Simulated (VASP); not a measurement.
VASP ran on this input.

### INCAR
```
SYSTEM = InN
PREC = Accurate
ENCUT = 520
EDIFF = 1E-6
NELM = 100
ALGO = Normal
LREAL = .FALSE.
LASPH = .TRUE.
ISMEAR = 0
SIGMA = 0.05
GGA = PE
LMAXMIX = 4
LWAVE = .FALSE.
LCHARG = .FALSE.
ISIF = 2
```

### KPOINTS
```
Automatic mesh
0
Gamma
6 6 3
0 0 0
```

**POSCAR**
```
InN
1
    1.7700000000     3.0657300000     0.0000000000
    1.7700000000    -3.0657300000     0.0000000000
    0.0000000000     0.0000000000     5.7000000000
In N
2 2
Direct
  0.3333330000   0.6666670000   0.5000000000
  0.6666670000   0.3333330000   0.0000000000
  0.3333330000   0.6666670000   0.8790000000
  0.6666670000   0.3333330000   0.3790000000
```

POTCAR, in this order: In_d N (PBE.64 set). Program: vasp_std.

Q: Does this input run properly? What does VASP do?

A: There is a fault: the lattice vectors form a left-handed set. VASP stops with an error: ERROR: the triple product of the basis vectors is negative exchange two basis vectors ----> I REFUSE TO CONTINUE WITH THIS SICK JOB ... BYE!!! <----

### standard output
```
 -----------------------------------------------------------------------------
|                                                                             |
|     EEEEEEE  RRRRRR   RRRRRR   OOOOOOO  RRRRRR      ###     ###     ###     |
|     E        R     R  R     R  O     O  R     R     ###     ###     ###     |
|     E        R     R  R     R  O     O  R     R     ###     ###     ###     |
|     EEEEE    RRRRRR   RRRRRR   O     O  RRRRRR       #       #       #      |
|     E        R   R    R   R    O     O  R   R                               |
|     E        R    R   R    R   O     O  R    R      ###     ###     ###     |
|     EEEEEEE  R     R  R     R  OOOOOOO  R     R     ###     ###     ###     |
|                                                                             |
|     ERROR: the triple product of the basis vectors is negative exchange     |
|     two basis vectors                                                       |
|                                                                             |
|       ---->  I REFUSE TO CONTINUE WITH THIS SICK JOB ... BYE!!! <----       |
|                                                                             |
 -----------------------------------------------------------------------------
```

To mend it, correct POSCAR.
POSCAR:
```
InN
1
    1.7700000000    -3.0657300000     0.0000000000
    1.7700000000     3.0657300000     0.0000000000
    0.0000000000     0.0000000000     5.7000000000
In N
2 2
Direct
  0.6666670000   0.3333330000   0.5000000000
  0.3333330000   0.6666670000   0.0000000000
  0.6666670000   0.3333330000   0.8790000000
  0.3333330000   0.6666670000   0.3790000000
```
The mended run (PBE GGA, plane waves, VASP's PBE PAW potentials (set 64)) converges, and its OSZICAR ends with
```
   1 F= -.21359168E+02 E0= -.21358814E+02  d E =-.706445E-03
```

The compound is InN in the wurtzite structure. The cell was not relaxed at this level.
